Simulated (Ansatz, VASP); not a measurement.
# Two plane-wave programs on Ag

File INCAR:

```
SYSTEM = Ag
  PREC = Accurate
  ENCUT = 520
  EDIFF = 1E-6
  ISMEAR = 0
  SIGMA = 0.1
  LREAL = .False.
  LASPH = .True.
  NELM = 100
  ALGO = Normal
  ISIF = 2
  LWAVE = .False.
  LCHARG = .False.
  GGA = PS
  NBANDS = 18
```

Contents of KPOINTS:

```
Automatic mesh
0
Gamma
  12 12 8
  0 0 0
```

POSCAR

```
Ag
1.0
    2.8670626668      0.0000000000      0.0000000000
   -1.4335313334      2.4829491037      0.0000000000
    0.0000000000      0.0000000000      4.6907149256
Ag
2
Direct
    0.3333333333      0.6666666667      0.2500000000
    0.6666666667      0.3333333333      0.7500000000
```

Input for Ansatz:

```yaml
crystal:
  lattice:
    - [2.8670626668, 0.0, 0.0]
    - [-1.4335313334, 2.4829491037, 0.0]
    - [0.0, 0.0, 4.6907149256]
  atoms:
    - { symbol: Ag, position: [0.3333333333, 0.6666666667, 0.25] }
    - { symbol: Ag, position: [0.6666666667, 0.3333333333, 0.75] }
basis:
  ecutwfc: 420
kpoints:
  mp_grid: { grid: [12, 12, 8] }
hamiltonian:
  xc: pbesol
scf:
  occupations: { method: gaussian, width: 0.1 }
output:
  forces: true
  stress: true
  eigenvalues: true
```

Alike in both runs: task single point; functional PBEsol; k mesh 12 × 12 × 8; occupations gaussian, width 0.1 eV; no spin polarisation.

|  | VASP | Ansatz |
| --- | --- | --- |
| version | VASP 6.6.1 | Ansatz 0.2.0 |
| potentials or method | VASP PAW PBE potentials, release 64 (Ag) | scalar-relativistic, plane waves, PAW |
| plane-wave cutoff (eV) | 520 | 420 |
| valence electrons in the cell | 22 | 38 |

```tsv
	VASP	Ansatz	Ansatz less VASP
gap on the k mesh at the Fermi level (eV)	none	none	-
pressure (GPa)	0.0	0.2	+0.23
largest component of the traceless stress (GPa)	0.43	0.42	-0.009
```

A gap of «none» marks a metal or a gap that the smearing closes. The two sets of potentials don't hold the same shells in valence.

Caveats: the PAW data sets were made with another functional, which shifts forces and pressure a little (VASP).
